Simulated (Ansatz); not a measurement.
Input and command of a plane-wave DFT calculation in Ansatz:

```yaml
crystal:
  lattice:
    - [-1.6173266329, -1.6173266329, -2.5338794537]
    - [-1.6173266329, -1.6173266329, 2.5338794537]
    - [-6.3632405144, 6.3632405144, 0.0]
  atoms:
    - { symbol: Sn, position: [0.5, 0.5, 0.1270835692] }
    - { symbol: Sn, position: [0.0, 0.0, 0.8895849846] }
    - { symbol: Sn, position: [0.5, 0.5, 0.6354178462] }
    - { symbol: Sn, position: [0.0, 0.0, 0.3812507077] }
basis:
  ecutwfc: 420
kpoints:
  mp_grid: { grid: [17, 17, 7] }
hamiltonian:
  xc: pbesol
scf:
  occupations: { method: gaussian, width: 0.15 }
output:
  forces: true
  stress: true
  eigenvalues: true
```

```bash
ansatz run input.yaml --threads 2 --pin off --max-ram 5120MiB --backend cpu --events-out ev --progress --plain --runs-dir out
```

Processor: AMD EPYC 9R45 96-Core Processor (Zen 5), 2 threads, on a host shared with other jobs.

Task: How long does it run, and how much memory does it take?

Result: About 8.9 s on 2 threads of AMD EPYC 9R45 96-Core Processor (Zen 5), with other jobs on the host, peak memory 1 GiB. It solves 34 bands at 324 k points (the mesh reduced by symmetry) with about 2053 plane waves, in 7 SCF iterations.
